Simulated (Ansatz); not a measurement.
Equation of state of SnSe

```cif
data_structure
_symmetry_space_group_name_H-M 'Fm-3m'
_symmetry_Int_Tables_number 225
_cell_length_a 6.0200
_cell_length_b 6.0200
_cell_length_c 6.0200
_cell_angle_alpha 90.000
_cell_angle_beta 90.000
_cell_angle_gamma 90.000
_cell_volume 218.17
loop_
_atom_site_label
_atom_site_type_symbol
_atom_site_symmetry_multiplicity
_atom_site_Wyckoff_symbol
_atom_site_fract_x
_atom_site_fract_y
_atom_site_fract_z
_atom_site_occupancy
Sn1 Sn 4 a 0.00000 0.00000 0.00000 1
Se1 Se 4 b 0.50000 0.00000 0.00000 1
```

The runs use the primitive cell with vectors (0.000, 3.010, 3.010), (3.010, 0.000, 3.010), (3.010, 3.010, 0.000) Å, to which the k mesh refers.

The cell is COD entry 9008725, as deposited and not checked against the literature; nothing was relaxed.

Spin–orbit coupling is left out, though it moves levels of the heavy atoms by tenths of an eV or more.

All numbers are computed: DFT, PBE, all-electron LAPW, scalar-relativistic (Ansatz 0.2.0); DFT, PBE, PAW with Ansatz's default frozen-core files, scalar-relativistic (Ansatz 0.2.0).

For LAPW: a Γ-centred 9×9×9 k mesh, Fermi–Dirac smearing of 0.02 eV, basis error target 0.25 meV/atom, no spin polarisation. PAW takes a cutoff of 420 eV at this cell. The Ansatz runs share mesh, smearing and spin set-up. Plane-wave (PAW) pressures include the program's estimate of the Pulay term.

The cell above is scaled evenly, with fractional coordinates and shape held.

```json
{"V/V(cell)": "0.9400", "V (Å³/atom)": "25.635", "P, LAPW (GPa)": "4.76", "P, PAW (GPa)": "4.76", "gap on the k mesh, LAPW (eV)": "0.48", "free energy over the lowest listed, PAW (meV/atom)": "30.3"}
{"V/V(cell)": "0.9600", "V (Å³/atom)": "26.180", "P, LAPW (GPa)": "3.38", "P, PAW (GPa)": "3.39", "gap on the k mesh, LAPW (eV)": "0.53", "free energy over the lowest listed, PAW (meV/atom)": "16.5"}
{"V/V(cell)": "0.9800", "V (Å³/atom)": "26.725", "P, LAPW (GPa)": "2.14", "P, PAW (GPa)": "2.15", "gap on the k mesh, LAPW (eV)": "0.58", "free energy over the lowest listed, PAW (meV/atom)": "7.1"}
{"V/V(cell)": "0.9900", "V (Å³/atom)": "26.998", "P, LAPW (GPa)": "1.57", "P, PAW (GPa)": "1.57", "gap on the k mesh, LAPW (eV)": "0.61", "free energy over the lowest listed, PAW (meV/atom)": "4.0"}
{"V/V(cell)": "1.0000", "V (Å³/atom)": "27.271", "P, LAPW (GPa)": "1.03", "P, PAW (GPa)": "1.03", "gap on the k mesh, LAPW (eV)": "0.63", "free energy over the lowest listed, PAW (meV/atom)": "1.8"}
{"V/V(cell)": "1.0100", "V (Å³/atom)": "27.544", "P, LAPW (GPa)": "0.51", "P, PAW (GPa)": "0.51", "gap on the k mesh, LAPW (eV)": "0.65", "free energy over the lowest listed, PAW (meV/atom)": "0.5"}
{"V/V(cell)": "1.0200", "V (Å³/atom)": "27.816", "P, LAPW (GPa)": "0.02", "P, PAW (GPa)": "0.03", "gap on the k mesh, LAPW (eV)": "0.67", "free energy over the lowest listed, PAW (meV/atom)": "0.0"}
{"V/V(cell)": "1.0400", "V (Å³/atom)": "28.362", "P, LAPW (GPa)": "?", "P, PAW (GPa)": "?", "gap on the k mesh, LAPW (eV)": "?", "free energy over the lowest listed, PAW (meV/atom)": "?"}
{"V/V(cell)": "1.0600", "V (Å³/atom)": "28.907", "P, LAPW (GPa)": "-1.70", "P, PAW (GPa)": "-1.69", "gap on the k mesh, LAPW (eV)": "0.69", "free energy over the lowest listed, PAW (meV/atom)": "5.9"}
```

(1) Fill in the row V/V(cell) = 1.0400.

(2) What do Birch–Murnaghan fits to the pressures give?

Answers

(1) P, LAPW (GPa) = -0.88, P, PAW (GPa) = -0.88, gap on the k mesh, LAPW (eV) = 0.68, free energy over the lowest listed, PAW (meV/atom) = 1.5.

(2) LAPW: V0 = 27.83 Å³/atom, B0 = 49 GPa, B0′ = 4.3; PAW: V0 = 27.83 Å³/atom, B0 = 48 GPa, B0′ = 4.3.
